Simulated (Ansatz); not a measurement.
# CuI (Marshite): the cost of one run

Method: DFT LDA, all-electron LAPW, scalar-relativistic unless said, in Ansatz 0.2.0.

The COD entry's cell or inner coordinates are ideal or old and differ from later refinements, so a difference from it is no clean test against experiment.

## (1) Starting point

The structure is cubic, space group F-43m (No. 216). Conventional cell: a = 5.862 Å, b = 5.862 Å, c = 5.862 Å, α = 90.00°, β = 90.00°, γ = 90.00°. Cu (site symmetry -43m) has 4 I at 2.54 Å as nearest neighbours. I (site symmetry -43m) has 4 Cu at 2.54 Å as nearest neighbours.

Structure file:

```cif
data_structure
_symmetry_space_group_name_H-M 'F-43m'
_symmetry_Int_Tables_number 216
_cell_length_a 5.8620
_cell_length_b 5.8620
_cell_length_c 5.8620
_cell_angle_alpha 90.000
_cell_angle_beta 90.000
_cell_angle_gamma 90.000
_cell_volume 201.43
loop_
_atom_site_label
_atom_site_type_symbol
_atom_site_symmetry_multiplicity
_atom_site_Wyckoff_symbol
_atom_site_fract_x
_atom_site_fract_y
_atom_site_fract_z
_atom_site_occupancy
Cu1 Cu 4 d 0.75000 0.25000 0.25000 1
I1 I 4 a 0.00000 0.00000 0.00000 1
```

Cartesian axes are those of the input's lattice vectors. The structure goes back to a database entry.

## (2) Reference run, fine mesh, LAPW

The input, input.yaml:

```yaml
crystal:
  lattice:
    - [2.93098873189, 2.93098873189, 0.0]
    - [-2.93098873189, 2.93098873189, 0.0]
    - [0.0, 2.93098873189, 2.93098873189]
  atoms:
    - { symbol: Cu, position: [0.75, 0.25, 0.5] }
    - { symbol: I, position: [0.0, 0.0, 0.0] }
kpoints:
  mp_grid: { grid: [6, 6, 6] }
scf:
  occupations: { method: fixed }
hamiltonian:
  xc: lda
  pseudopotentials: { kind: all_electron, lapw: { basis_error: 0.001 } }
output:
  forces: true
  stress: true
  eigenvalues: true
  eigenstates:
    nscf_kmesh: { grid: [10, 10, 10] }
    de_dk: true
    e_range: [-9, 11.22085421285]
checkpoint:
  write: ck
  write_wavefunctions: false
```

Started as:

```console
ansatz run input.yaml --threads 1 --pin off --max-ram 3072MiB --backend cpu --events-out ev --progress --plain --runs-dir out
```

**Question.** How long does this run take on 1 thread of Intel Xeon 6975P-C (Granite Rapids), shared host, and how much memory does it need?

About 12 s, with a peak of 0.32 GiB.
